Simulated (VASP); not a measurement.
# Si in VASP 6.6.1, single-point calculation

INCAR

```
IBRION = -1
SIGMA = 0.02
LREAL = .FALSE.
ENCUT = 520
ISIF = 2
GGA = PE
LCHARG = .FALSE.
NSW = 0
ISMEAR = -1
EDIFF = 1E-7
LASPH = .TRUE.
NBANDS = 16
PREC = Accurate
NELECT = 20
NELM = 70
LWAVE = .FALSE.
```

KPOINTS

```
KPOINTS created by Atomic Simulation Environment
0
Gamma
12 12 4
0 0 0
```

POSCAR

```
Si
 1.0000000000000000
     3.8321295590073570    0.0000000000000000    0.0000000000000000
    -1.9160647795036785    3.3187215486936292    0.0000000000000000
     0.0000000000000000    0.0000000000000000    6.0875681860000004
 Si
   4
Cartesian
 -0.0000000000000000  2.2124810324624193 -0.0138384338235808
  1.9160647795036783  1.1062405162312097  3.0299456591764198
 -0.0000000000000000  2.2124810324624193  2.2966765035735808
  1.9160647795036783  1.1062405162312097  5.3404605965735810
```

The recommended PBE PAW datasets give the neutral cell 16 valence electrons.

Command

```
mpirun -np 1 vasp_std
```

OSZICAR

```
N       E                     dE             d eps       ncg     rms          rms(c)
DAV:   1     0.784316764218E+02    0.78432E+02   -0.83093E+03  1824   0.106E+03
DAV:   2     0.120524251062E+02   -0.66379E+02   -0.64169E+02  2472   0.157E+02
DAV:   3     0.955297591497E+01   -0.24994E+01   -0.24841E+01  2456   0.290E+01
DAV:   4     0.952816175007E+01   -0.24814E-01   -0.24799E-01  2256   0.363E+00
DAV:   5     0.952777923675E+01   -0.38251E-03   -0.38247E-03  2456   0.415E-01    0.909E+00
DAV:   6     0.927421639301E+01   -0.25356E+00   -0.27435E+00  2024   0.707E+00    0.494E+00
DAV:   7     0.942186631740E+01    0.14765E+00   -0.29425E-01  2456   0.268E+00    0.160E+00
DAV:   8     0.942609085300E+01    0.42245E-02   -0.19667E-02  2224   0.818E-01    0.239E-01
DAV:   9     0.942703458949E+01    0.94374E-03   -0.54486E-03  2064   0.351E-01    0.105E-01
DAV:  10     0.942708970560E+01    0.55116E-04   -0.17278E-04  2432   0.876E-02    0.591E-02
DAV:  11     0.942710231261E+01    0.12607E-04   -0.11568E-05  2248   0.178E-02    0.394E-02
DAV:  12     0.942710710520E+01    0.47926E-05   -0.19013E-05  2336   0.205E-02    0.698E-03
DAV:  13     0.942710708638E+01   -0.18817E-07   -0.67908E-07  2216   0.517E-03
   1 F= 0.94271071E+01 E0= 0.94293585E+01  d E =-.450287E-02
```

From OUTCAR

```
k-points           NKPTS =     57   k-points in BZ     NKDIM =     57   number of bands    NBANDS=     16

   NELECT =      20.0000    total number of electrons

   dimension x,y,z NGX =    30 NGY =   30 NGZ =   48
   dimension x,y,z NGXF=    60 NGYF=   60 NGZF=   96

  energy-cutoff  :      520.00
  volume of cell :       77.42
      direct lattice vectors                 reciprocal lattice vectors
     3.832129559  0.000000000  0.000000000     0.260951511  0.150660425  0.000000000
    -1.916064780  3.318721549  0.000000000     0.000000000  0.301320851  0.000000000
     0.000000000  0.000000000  6.087568186     0.000000000  0.000000000  0.164269207

 k-points in reciprocal lattice and weights: KPOINTS created by Atomic Simulation Env
   0.00000000  0.00000000  0.00000000       0.002
   0.08333333  0.00000000  0.00000000       0.010
   0.16666667 -0.00000000  0.00000000       0.010
   0.25000000  0.00000000  0.00000000       0.010
   0.33333333 -0.00000000  0.00000000       0.010
   0.41666667  0.00000000  0.00000000       0.010
   0.50000000  0.00000000  0.00000000       0.005
   0.08333333  0.08333333  0.00000000       0.010
   ...

 E-fermi :   8.2382

 k-point     1 :       0.0000    0.0000    0.0000
  band No.  band energies     occupation
      1      -6.6754      2.00000
      2      -3.9794      2.00000
      3      -1.5905      2.00000
      4       4.1090      2.00000
      5       4.1090      2.00000
      6       5.8552      2.00000
      7       5.9294      2.00000
      8       5.9294      2.00000
      9       6.4003      2.00000
     10       7.4923      2.00000
     11       7.4923      2.00000
     12       8.7341      0.00000
     13       9.8530      0.00000
     14       9.9551      0.00000
     15       9.9551      0.00000
     16      11.3970      0.00000

 k-point     2 :       0.0833    0.0000    0.0000
  band No.  band energies     occupation
      1      -6.5928      2.00000
      2      -3.8958      2.00000
      3      -1.5396      2.00000
      4       3.3578      2.00000
      5       3.9250      2.00000
      6       5.3233      2.00000
      7       5.6636      2.00000
      8       5.7699      2.00000
      9       6.8799      2.00000
     10       7.6662      2.00000
     11       7.7751      2.00000
     12       8.8504      0.00000
     13       9.7456      0.00000
     14      10.2763      0.00000
     15      10.4791      0.00000
     16      10.8505      0.00000

 k-point     3 :       0.1667   -0.0000    0.0000
  band No.  band energies     occupation
      1      -6.3471      2.00000
      2      -3.6469      2.00000
      3      -1.4123      2.00000
      4       2.1075      2.00000
      5       3.5247      2.00000
      6       4.1068      2.00000
      7       5.1461      2.00000
      8       5.4111      2.00000
      9       6.7744      2.00000
     10       8.3834      0.00140
     11       8.8314      0.00000
     12       9.0404      0.00000
     13       9.3744      0.00000
     14      10.0855      0.00000
     15      11.0296      0.00000
     16      11.1184      0.00000

 ...

  Total       43.9359284     43.9359284     42.9224945      0.0000000      0.0000000      0.0000000
  in kB      909.2337603    909.2337603    888.2612130      0.0000000      0.0000000      0.0000000
  external PRESSURE =     902.2429112 kB  Pullay stress =       0.0000000 kB

 POSITION                                       TOTAL-FORCE (eV/Angst)
 -----------------------------------------------------------------------------------
      0.00000      2.21248      6.07373         0.000000     -0.000000      0.067030
      1.91606      1.10624      3.02995        -0.000000     -0.000000      0.067030
      0.00000      2.21248      2.29668         0.000000      0.000000     -0.067030
      1.91606      1.10624      5.34046        -0.000000      0.000000     -0.067030
 -----------------------------------------------------------------------------------
    total drift:                                0.000000     -0.000000     -0.000000

  FREE ENERGIE OF THE ION-ELECTRON SYSTEM (eV)
  ---------------------------------------------------
  free  energy   TOTEN  =         9.4271070864 eV

  energy  without entropy=        9.4316099583  energy(sigma->0) =        9.42935852
```

It converged. Results: pressure 90.2 GPa; largest force 0.07 eV/Å.

These settings aren't sound, so the numbers aren't properties of the crystal.

The fault: wrong number of electrons.

On sound settings PBE gives a gap of 0.19 eV on its mesh and a pressure of 5.5 GPa for the intended cell.

The run took about 62 s on one core of a shared host (Intel Xeon Platinum 8488C) and held 0.21 GiB at most.
